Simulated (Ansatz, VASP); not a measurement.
## One calculation of W, two programs

```xyz
1
Lattice="0.0000 2.0300 2.0300 2.0300 0.0000 2.0300 2.0300 2.0300 0.0000" Properties=species:S:1:pos:R:3 pbc="T T T"
W     0.0000    0.0000    0.0000
```

This isn't the form of W at room conditions, which is bcc.

Alike in both runs: task relaxation of cell and atoms; functional revPBE; k mesh 11 × 11 × 11; occupations fermi-dirac, width 0.05 eV; no spin polarisation.

|  | VASP | Ansatz |
| --- | --- | --- |
| version | VASP 6.6.1 | Ansatz 0.2.0 |
| potentials or method | VASP PAW PBE potentials, release 64 (W_sv) | Ansatz PAW |
| plane-wave cutoff (eV) | 600 | 420 |
| valence electrons in the cell | 14 | 14 |

Ansatz gave:

```
gap on the k mesh at the Fermi level, each at its own relaxed structure (eV) : none
relaxed volume (Å³/atom)                                                     : 16.59
relaxed cell length with the largest relative difference (Å)                 : 2.863
energy change over the relaxation (meV/atom)                                 : -1
```

Problem. Which values does VASP return?

Solution. gap on the k mesh at the Fermi level, each at its own relaxed structure (eV): none; relaxed volume (Å³/atom): 16.62; relaxed cell length with the largest relative difference (Å): 2.864; energy change over the relaxation (meV/atom): -1.

A gap of «none» marks a metal or a gap that the smearing closes.

Caveats: the PAW data sets were made with another functional, which shifts forces and pressure a little (VASP); the plane-wave basis is chosen anew once the cell has moved, so the energies of steps on either side of that aren't comparable (Ansatz); the PAW data sets come from PBE, with cores solved anew for the run's functional, which leaves a small shift of forces and pressure (Ansatz). The runs have no spin-orbit coupling, so splittings on W are missing.
